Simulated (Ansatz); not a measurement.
All numbers below come from Ansatz 0.2.0, DFT PBE, scalar-relativistic, plane waves, PAW. Settings: cutoff 420 eV, Γ-centred meshes spaced at most about 0.3 Å⁻¹, and about 0.25 Å⁻¹ or finer for metals (2π included), Gaussian smearing. No spin polarisation.

These are static total energies at zero pressure.

Two relaxed structures of Mg3Te2:

A.

```xyz
5
Lattice="5.8326 0.0000 0.0000 -2.9163 5.0512 0.0000 0.0000 0.0000 6.1285" Properties=species:S:1:pos:R:3 pbc="T T T"
Mg    2.9163    0.0000    3.0643
Mg   -1.4582    2.5256    3.0643
Mg    1.4582    2.5256    3.0643
Te    0.0000    0.0000    1.5262
Te    0.0000    0.0000    4.6023
```

B.

```xyz
5
Lattice="4.3312 0.0000 0.0000 0.0000 4.3312 0.0000 0.0000 0.0000 7.5341" Properties=species:S:1:pos:R:3 pbc="T T T"
Mg    0.0000    2.1656    2.5117
Mg    2.1656    0.0000    5.0225
Mg    2.1656    2.1656    0.0000
Te    2.1656    0.0000    2.0473
Te    0.0000    2.1656    5.4868
```

Question: Which form is favoured at zero pressure, and by what margin per atom?

Answer: B is lower, by 292 meV/atom. A has space group P6/mmm (No. 191), 36.1 Å³/atom and no gap on its mesh; B has space group P-4m2 (No. 115), 28.3 Å³/atom and no gap. Counting Te atoms around Mg (those within 1.25 times the shortest such distance or 1.15 times the sum of covalent radii, 1.27 where that leaves under three; the shortest distance is added where it exceeds 1.18 times the sum of covalent radii; a slash parts the counts of unlike sites), A has Mg 4 from 3.3 Å and B has Mg 4/5. The denser one is the lower, and pressure would at first widen the difference. In A, Mg is surrounded by 4 Mg at 2.92 Å and 4 Te at 3.30 Å; Te has 2 Te at 3.05–3.08 Å and 6 Mg at 3.30 Å. In B, around Mg on a site of symmetry 2mm lie 5 Te at 2.98–3.10 Å and 2 Mg at 3.32 Å; around Mg on a site of symmetry -4m2 lie 4 Te at 2.98 Å and 4 Mg at 3.32 Å; around Te lie 7 Mg at 2.98–3.10 Å. Both come from invented guesses. The lowest form computed isn't among them: it has space group P4mm (No. 99), 32.7 Å³/atom and lies 32 meV/atom below the best shown.

Spin–orbit coupling, which can matter for Te, is left out. Cells relaxed within their symmetry can be saddle points. Some candidate types were left out of the draw beforehand, so a known form may be missing.
